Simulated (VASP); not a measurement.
# A VASP 6.6.1 single-point calculation on ZnSe

INCAR

```
LDAUL = 2 -1
LDAUU = 4.0 0
LMAXMIX = 4
ENCUT = 520
LREAL = .FALSE.
EDIFF = 1E-7
PREC = Accurate
ISMEAR = -1
LWAVE = .FALSE.
LCHARG = .FALSE.
GGA = PE
LASPH = .TRUE.
NELM = 120
NSW = 0
LDAU = .TRUE.
LDAUJ = 0 0
ISIF = 2
NBANDS = 16
IBRION = -1
LDAUTYPE = 2
SIGMA = 0.02
```

KPOINTS

```
KPOINTS created by Atomic Simulation Environment
0
Gamma
8 8 8
0 0 0
```

POSCAR

```
Zn Se
 1.0000000000000000
    -0.0000000000000000    2.8324206848428668    2.8324206848428668
     2.8324206848428668    0.0000000000000000    2.8324206848428668
     2.8324206848428668    2.8324206848428668    0.0000000000000000
 Zn  Se
   1   1
Cartesian
  0.0000000000000000  0.0000000000000000 -0.0000000000000000
  1.4162103424214334  1.4162103424214334  1.4162103424214334
```

The recommended PBE PAW datasets give the neutral cell 18 valence electrons.

Command

```
mpirun -np 1 vasp_std
```

OSZICAR

```
N       E                     dE             d eps       ncg     rms          rms(c)
DAV:   1     0.872330921946E+02    0.87233E+02   -0.89081E+03   928   0.128E+03
DAV:   2    -0.622595320938E-01   -0.87295E+02   -0.82634E+02  1032   0.256E+02
DAV:   3    -0.588881661630E+01   -0.58266E+01   -0.58078E+01  1160   0.654E+01
DAV:   4    -0.593327259418E+01   -0.44456E-01   -0.44452E-01  1096   0.605E+00
DAV:   5    -0.593344623450E+01   -0.17364E-03   -0.17364E-03  1176   0.329E-01    0.543E+00
DAV:   6    -0.571546845371E+01    0.21798E+00   -0.37232E-01  1392   0.140E+01    0.387E+00
DAV:   7    -0.569818953140E+01    0.17279E-01   -0.12134E-01  1080   0.272E+00    0.145E+00
DAV:   8    -0.569953275551E+01   -0.13432E-02   -0.44299E-03  1040   0.518E-01    0.403E-01
DAV:   9    -0.569983895056E+01   -0.30620E-03   -0.91134E-04  1088   0.202E-01    0.704E-02
DAV:  10    -0.569991135457E+01   -0.72404E-04   -0.76405E-05  1184   0.715E-02    0.179E-02
DAV:  11    -0.569993359503E+01   -0.22240E-04   -0.26922E-05  1088   0.356E-02    0.390E-03
DAV:  12    -0.569993465915E+01   -0.10641E-05   -0.80501E-07  1216   0.555E-03    0.210E-03
DAV:  13    -0.569993470935E+01   -0.50204E-07   -0.19944E-07  1088   0.280E-03
   1 F= -.56999347E+01 E0= -.56999347E+01  d E =-.374479E-10
```

From OUTCAR

```
k-points           NKPTS =     29   k-points in BZ     NKDIM =     29   number of bands    NBANDS=     16

   NELECT =      18.0000    total number of electrons

   dimension x,y,z NGX =    30 NGY =   30 NGZ =   30
   dimension x,y,z NGXF=    60 NGYF=   60 NGZF=   60

  energy-cutoff  :      520.00
  volume of cell :       45.45
      direct lattice vectors                 reciprocal lattice vectors
     0.000000000  2.832420685  2.832420685    -0.176527450  0.176527450  0.176527450
     2.832420685  0.000000000  2.832420685     0.176527450 -0.176527450  0.176527450
     2.832420685  2.832420685  0.000000000     0.176527450  0.176527450 -0.176527450

 k-points in reciprocal lattice and weights: KPOINTS created by Atomic Simulation Env
   0.00000000  0.00000000  0.00000000       0.002
   0.12500000  0.00000000  0.00000000       0.016
   0.25000000  0.00000000  0.00000000       0.016
   0.37500000  0.00000000  0.00000000       0.016
   0.50000000  0.00000000  0.00000000       0.008
   0.12500000  0.12500000  0.00000000       0.012
   0.25000000  0.12500000  0.00000000       0.047
   0.37500000  0.12500000  0.00000000       0.047
   ...

 E-fermi :   1.8225

 k-point     1 :       0.0000    0.0000    0.0000
  band No.  band energies     occupation
      1     -11.6288      2.00000
      2      -6.4852      2.00000
      3      -6.4852      2.00000
      4      -6.4852      2.00000
      5      -6.1663      2.00000
      6      -6.1663      2.00000
      7       1.4498      2.00000
      8       1.4498      2.00000
      9       1.4498      2.00000
     10       2.9663      0.00000
     11       7.4696      0.00000
     12       7.4696      0.00000
     13       7.4696      0.00000
     14      11.5778      0.00000
     15      12.7895      0.00000
     16      12.7895      0.00000

 k-point     2 :       0.1250    0.0000    0.0000
  band No.  band energies     occupation
      1     -11.5334      2.00000
      2      -6.4722      2.00000
      3      -6.4722      2.00000
      4      -6.4609      2.00000
      5      -6.1675      2.00000
      6      -6.1675      2.00000
      7       0.1701      2.00000
      8       1.3102      2.00000
      9       1.3102      2.00000
     10       3.9305      0.00000
     11       7.3853      0.00000
     12       7.7158      0.00000
     13       7.7158      0.00000
     14      12.0545      0.00000
     15      12.0545      0.00000
     16      12.4425      0.00000

 k-point     3 :       0.2500    0.0000    0.0000
  band No.  band energies     occupation
      1     -11.2891      2.00000
      2      -6.4433      2.00000
      3      -6.4432      2.00000
      4      -6.3631      2.00000
      5      -6.1673      2.00000
      6      -6.1673      2.00000
      7      -1.5637      2.00000
      8       1.0110      2.00000
      9       1.0110      2.00000
     10       4.4155      0.00000
     11       8.0633      0.00000
     12       8.0633      0.00000
     13       8.1801      0.00000
     14      11.8470      0.00000
     15      11.8470      0.00000
     16      12.3007      0.00000

 ...

  Total        0.4370329      0.4370329      0.4370329     -0.0000000      0.0000000     -0.0000000
  in kB       15.4071179     15.4071179     15.4071179     -0.0000000      0.0000000     -0.0000000
  external PRESSURE =      15.4071179 kB  Pullay stress =       0.0000000 kB

 POSITION                                       TOTAL-FORCE (eV/Angst)
 -----------------------------------------------------------------------------------
      0.00000      0.00000      0.00000         0.000000      0.000000      0.000000
      1.41621      1.41621      1.41621        -0.000000     -0.000000     -0.000000
 -----------------------------------------------------------------------------------
    total drift:                               -0.000001     -0.000001     -0.000001

  FREE ENERGIE OF THE ION-ELECTRON SYSTEM (eV)
  ---------------------------------------------------
  free  energy   TOTEN  =        -5.6999347094 eV

  energy  without entropy=       -5.6999347093  energy(sigma->0) =       -5.69993471
```

It converged. Results: gap between bands v and c on the k mesh 1.52 eV; least direct gap on the k mesh 1.52 eV; pressure 1.5 GPa. Band v is the last that the valence electrons fill when counted band by band, and c is the next.

For comparison, a separate PBE run of the intended cell, on usual settings and not on those above, gives a gap of 1.30 eV on its mesh and a pressure of 2.4 GPa.

The run above took about 25 s on one core of a shared host (Intel Xeon Platinum 8488C) and held 0.18 GiB at most.
